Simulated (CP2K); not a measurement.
BP under changes of volume

One of the cells (11.682 Å³/atom); the others are scaled copies at fixed shape and fractional positions:

```
P B
1.0
     3.20885    0.00000    0.00000
     1.60443    2.77895    0.00000
     1.60443    0.92632    2.62002
P B
1 1
Direct
  0.75000 0.75000 0.75000
  0.00000 0.00000 0.00000
```

- Program: CP2K 2026.2
- Functional: PBEsol
- Potentials or basis: POTENTIAL_UZH P GTH-PBE-q5, B GTH-PBE-q3; TZVP-MOLOPT-PBE-GTH basis
- Density cutoff: 6123 eV
- k mesh: 10 × 10 × 10
- Occupations: fermi-dirac, width 0.05 eV
- Spin: no spin polarisation

```csv
volume (Å³/atom),energy over the lowest point (meV/atom),pressure (GPa),gap on the mesh (eV)
10.981,?,?,?
11.214,6.71,6.0,1.18
11.448,0.75,2.2,1.21
11.682,0.00,-1.2,1.23
11.915,3.97,-4.2,1.25
12.149,12.24,-7.1,1.28
12.383,24.41,-9.6,1.30
```

Problem. What does the run at 10.981 Å³/atom give?

Solution. Energy over the lowest point 18.38 meV/atom; pressure 10.1 GPa; gap on the mesh 1.15 eV.

Worked out: A Birch-Murnaghan fit of order 3 (a polynomial in V^(-2/3)) to the other rows has its minimum at 11.60 Å³/atom with B0 = V·E''(V) = 166 GPa and B' = 3.8. It gives 18.37 meV/atom at 10.981 Å³/atom, against the run's 18.38, and -dE/dV = 10.1 GPa, against 10.1. A straight line through the other rows of the gap, of slope 1.2 eV per unit of ln V, extrapolates to 1.16 eV, against the run's 1.15.

Energies are extrapolated to zero smearing.

Caveats: the potentials were made for another functional, which shifts forces and pressure; the basis of atomic orbitals isn't converged, which shifts pressures, moduli and gaps.

A mesh can miss the band edges.
